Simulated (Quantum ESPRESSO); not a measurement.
# MgS (Niningerite) (Fm-3m) in Quantum ESPRESSO: further runs, part 2 of 4

Quantum ESPRESSO 7.5. The steps go on from the part before.

## (3) Phonons, BLYP+D2 (volume scaled by 0.96)

Input file pw.in:

```
&CONTROL
  calculation = 'scf'
  prefix = 'pwscf'
  outdir = './tmp'
  pseudo_dir = './pseudo'
  tprnfor = .true.
  tstress = .true.
  disk_io = 'low'
/
&SYSTEM
  ibrav = 0
  celldm(1) = 8
  nat = 2
  ntyp = 2
  ecutwfc = 70
  nbnd = 14
  input_dft = 'blyp'
  occupations = 'smearing'
  smearing = 'fd'
  degauss = 0.00367493
  vdw_corr = 'grimme-d2'
  london_s6 = 1.2
/
&ELECTRONS
  conv_thr = 4d-10
  electron_maxstep = 120
  mixing_beta = 0.5
/
ATOMIC_SPECIES
S     32.0600 16_S_6_1.8_1.9_pbe_n_v1.0.upf
Mg    24.3050 12_Mg_10_1.9_2.0_pbe_v1.0.upf
CELL_PARAMETERS alat
  0.0000000000000   0.6062449885456   0.6062449885456
  0.6062449885456   0.0000000000000   0.6062449885456
  0.6062449885456   0.6062449885456   0.0000000000000
ATOMIC_POSITIONS crystal
S      0.5000000000    0.5000000000    0.5000000000
Mg     0.0000000000    0.0000000000    0.0000000000
K_POINTS automatic
4 4 4 1 1 1
```

Input file scf2.in:

```
&CONTROL
  calculation = 'scf'
  prefix = 'pwscf'
  outdir = './tmp'
  pseudo_dir = './pseudo'
  tprnfor = .true.
  tstress = .true.
  disk_io = 'low'
/
&SYSTEM
  ibrav = 0
  celldm(1) = 8
  nat = 2
  ntyp = 2
  ecutwfc = 70
  nbnd = 14
  input_dft = 'blyp'
  occupations = 'fixed'
  vdw_corr = 'grimme-d2'
  london_s6 = 1.2
/
&ELECTRONS
  conv_thr = 1d-13
  electron_maxstep = 120
  mixing_beta = 0.5
  startingpot = 'file'
  startingwfc = 'file'
/
ATOMIC_SPECIES
S     32.0600 16_S_6_1.8_1.9_pbe_n_v1.0.upf
Mg    24.3050 12_Mg_10_1.9_2.0_pbe_v1.0.upf
CELL_PARAMETERS alat
  0.0000000000000   0.6062449885456   0.6062449885456
  0.6062449885456   0.0000000000000   0.6062449885456
  0.6062449885456   0.6062449885456   0.0000000000000
ATOMIC_POSITIONS crystal
S      0.5000000000    0.5000000000    0.5000000000
Mg     0.0000000000    0.0000000000    0.0000000000
K_POINTS automatic
4 4 4 1 1 1
```

Input file ph.in:

```
phonons of MgS
&INPUTPH
  prefix = 'pwscf'
  outdir = './tmp'
  tr2_ph = 1d-18
  fildyn = 'dyn'
  niter_ph = 90
  alpha_mix(1) = 0.7
/
0.0000000000 0.8247490857 0.0000000000
```

Input file relax_v0.99.in:

```
&CONTROL
  calculation = 'relax'
  prefix = 'pwscf'
  outdir = './tmp'
  pseudo_dir = './pseudo'
  tprnfor = .true.
  tstress = .true.
  disk_io = 'low'
  nstep = 30
  forc_conv_thr = 0.0001
  etot_conv_thr = 1d-06
/
&SYSTEM
  ibrav = 0
  celldm(1) = 8
  nat = 2
  ntyp = 2
  ecutwfc = 70
  nbnd = 14
  input_dft = 'blyp'
  occupations = 'fixed'
  vdw_corr = 'grimme-d2'
  london_s6 = 1.2
/
&ELECTRONS
  conv_thr = 1d-13
  electron_maxstep = 120
  mixing_beta = 0.5
/
&IONS
  ion_dynamics = 'bfgs'
/
ATOMIC_SPECIES
S     32.0600 16_S_6_1.8_1.9_pbe_n_v1.0.upf
Mg    24.3050 12_Mg_10_1.9_2.0_pbe_v1.0.upf
CELL_PARAMETERS alat
  0.0000000000000   0.6042173981839   0.6042173981839
  0.6042173981839   0.0000000000000   0.6042173981839
  0.6042173981839   0.6042173981839   0.0000000000000
ATOMIC_POSITIONS crystal
S      0.5000000000    0.5000000000    0.5000000000
Mg     0.0000000000    0.0000000000    0.0000000000
K_POINTS automatic
4 4 4 1 1 1
```

Input file ph_v0.99.in:

```
phonons at 0.99 of the volume
&INPUTPH
  prefix = 'pwscf'
  outdir = './tmp'
  tr2_ph = 1d-18
  fildyn = 'dyn_v0.99'
  niter_ph = 90
  alpha_mix(1) = 0.7
/
0.0000000000 0.8275167208 0.0000000000
```

Input file relax_v1.01.in:

```
&CONTROL
  calculation = 'relax'
  prefix = 'pwscf'
  outdir = './tmp'
  pseudo_dir = './pseudo'
  tprnfor = .true.
  tstress = .true.
  disk_io = 'low'
  nstep = 30
  forc_conv_thr = 0.0001
  etot_conv_thr = 1d-06
/
&SYSTEM
  ibrav = 0
  celldm(1) = 8
  nat = 2
  ntyp = 2
  ecutwfc = 70
  nbnd = 14
  input_dft = 'blyp'
  occupations = 'fixed'
  vdw_corr = 'grimme-d2'
  london_s6 = 1.2
/
&ELECTRONS
  conv_thr = 1d-13
  electron_maxstep = 120
  mixing_beta = 0.5
/
&IONS
  ion_dynamics = 'bfgs'
/
ATOMIC_SPECIES
S     32.0600 16_S_6_1.8_1.9_pbe_n_v1.0.upf
Mg    24.3050 12_Mg_10_1.9_2.0_pbe_v1.0.upf
CELL_PARAMETERS alat
  0.0000000000000   0.6082591062940   0.6082591062940
  0.6082591062940   0.0000000000000   0.6082591062940
  0.6082591062940   0.6082591062940   0.0000000000000
ATOMIC_POSITIONS crystal
S      0.5000000000    0.5000000000    0.5000000000
Mg     0.0000000000    0.0000000000    0.0000000000
K_POINTS automatic
4 4 4 1 1 1
```

Input file ph_v1.01.in:

```
phonons at 1.01 of the volume
&INPUTPH
  prefix = 'pwscf'
  outdir = './tmp'
  tr2_ph = 1d-18
  fildyn = 'dyn_v1.01'
  niter_ph = 90
  alpha_mix(1) = 0.7
/
0.0000000000 0.8220181084 0.0000000000
```

Potentials or basis: SPMS 1.0 PBE.

Command:

```console
$ OMP_NUM_THREADS=1 pw.x -in pw.in > pw.out
$ OMP_NUM_THREADS=1 pw.x -in scf2.in > scf2.out
$ OMP_NUM_THREADS=1 ph.x -in ph.in > ph.out
$ OMP_NUM_THREADS=1 pw.x -in relax_v0.99.in > relax_v0.99.out
$ OMP_NUM_THREADS=1 ph.x -in ph_v0.99.in > ph_v0.99.out
$ OMP_NUM_THREADS=1 pw.x -in relax_v1.01.in > relax_v1.01.out
$ OMP_NUM_THREADS=1 ph.x -in ph_v1.01.in > ph_v1.01.out
```

pw.out:

```text
This program is part of the open-source Quantum ESPRESSO suite
     for quantum simulation of materials; please cite
         "P. Giannozzi et al., J. Phys.:Condens. Matter 21 395502 (2009);
         "P. Giannozzi et al., J. Phys.:Condens. Matter 29 465901 (2017);
         "P. Giannozzi et al., J. Chem. Phys. 152 154105 (2020);
     in publications or presentations arising from this work. More details at

     IMPORTANT: XC functional enforced from input :
     Exchange-correlation= BLYP
                           (   1   3   1   3   0   0   0)
     Any further DFT definition will be discarded
     Please, verify this is what you really want

     Message from routine setup:
     using ibrav=0 with symmetry is DISCOURAGED, use correct ibrav instead

     G-vector sticks info
     --------------------
     sticks:   dense  smooth     PW     G-vecs:    dense   smooth      PW
     Sum         913     913    271                18149    18149    2975

[... 191 lines left out ...]

   -67.4588 -34.2160 -34.2127 -34.2121  -3.6790   3.4038   5.2649   5.8706
    10.9654  12.7677  18.6086  18.7449  20.9581  22.1825

          k = 0.3093 0.3093 0.3093 (  2247 PWs)   bands (ev):
[... 6 lines left out ...]
   -67.4589 -34.2157 -34.2132 -34.2111  -3.7656   3.2973   4.7686   6.4458
    12.4663  15.2051  15.9771  17.0912  19.9422  20.1271

     the Fermi energy is     8.5229 ev

!    total energy              =    -134.12030967 Ry
     estimated scf accuracy    <          1.4E-10 Ry
     smearing contrib. (-TS)   =      -0.00000000 Ry
     internal energy E=F+TS    =    -134.12030967 Ry

     The total energy is F=E-TS. E is the sum of the following terms:
     one-electron contribution =     -72.56967916 Ry
     hartree contribution      =      37.11605059 Ry
     xc contribution           =     -20.85676634 Ry
     ewald contribution        =     -77.76447667 Ry
     Dispersion Correction     =      -0.04543809 Ry

     convergence has been achieved in   8 iterations

     Forces acting on atoms (cartesian axes, Ry/au):

     atom    1 type  1   force =     0.00000000   -0.00000000    0.00000000
     atom    2 type  2   force =     0.00000000    0.00000000    0.00000000

     Total force =     0.000000     Total SCF correction =     0.000000

     Computing stress (Cartesian axis) and pressure

          total   stress  (Ry/bohr**3)                   (kbar)     P=       39.97
   0.00027173   0.00000000   0.00000000           39.97        0.00        0.00
   0.00000000   0.00027173   0.00000000            0.00       39.97        0.00
   0.00000000  -0.00000000   0.00027173            0.00       -0.00       39.97

=------------------------------------------------------------------------------=
   JOB DONE.
=------------------------------------------------------------------------------=
```

scf2.out:

```text
This program is part of the open-source Quantum ESPRESSO suite
     for quantum simulation of materials; please cite
         "P. Giannozzi et al., J. Phys.:Condens. Matter 21 395502 (2009);
         "P. Giannozzi et al., J. Phys.:Condens. Matter 29 465901 (2017);
         "P. Giannozzi et al., J. Chem. Phys. 152 154105 (2020);
[... 210 lines left out ...]
   0.00000000   0.00027163  -0.00000000            0.00       39.96       -0.00
   0.00000000   0.00000000   0.00027163            0.00        0.00       39.96

=------------------------------------------------------------------------------=
   JOB DONE.
=------------------------------------------------------------------------------=
```

Wall time 11 min (1 thread of Intel Xeon Platinum 8375C at 2.90GHz (Ice Lake), shared host); peak memory 0.09 GiB.

What came out:

- Free energy: -1824.7998 eV
- Pressure after relaxing: 4.0 GPa
- Highest phonon frequency at the q point run: 334 cm⁻¹

Levels at points of the mesh, in eV from the valence-band top:
```tsv
k point	band 6	band 7	band 8	band 9	band 10	band 11
(0.12, 0.12, 0.12)	-0.94	0.00	0.00	5.08	7.94	8.43
```

Phonon frequencies in cm⁻¹ (negative: imaginary):
```csv
q point,frequencies
"(0.500, 0.000, 0.500)",136 136 187 284 284 334
```

Phonon modes at q = (0.500, 0.000, 0.500) in reciprocal lattice units:
```csv
mode,symmetry,cm⁻¹
1,E_u,136
2,E_u,136
3,A_2u,187
4,E_u,284
5,E_u,284
6,A_2u,334
```

Mode Grüneisen parameters of phonons at q = (0.500, 0.000, 0.500) in reciprocal lattice units, in order of frequency: 0.30, 0.30, 0.68, 2.70, 2.70, 2.21

Frequencies at 99 % and 101 % of the volume (pressures 4.9 and 3.1 GPa), ions relaxed:
```tsv
mode	99 % (cm⁻¹)	101 % (cm⁻¹)	Grüneisen parameter
1	136.0	135.2	0.30
2	136.0	135.2	0.30
3	188.7	186.1	0.68
4	291.9	276.5	2.70
5	291.9	276.5	2.70
6	341.1	326.4	2.21
```

Caveat: the potentials were made for another functional, which shifts forces and pressure; the cell is more than 3 GPa from zero pressure, which shifts response properties.

[end of part 2 of 4]
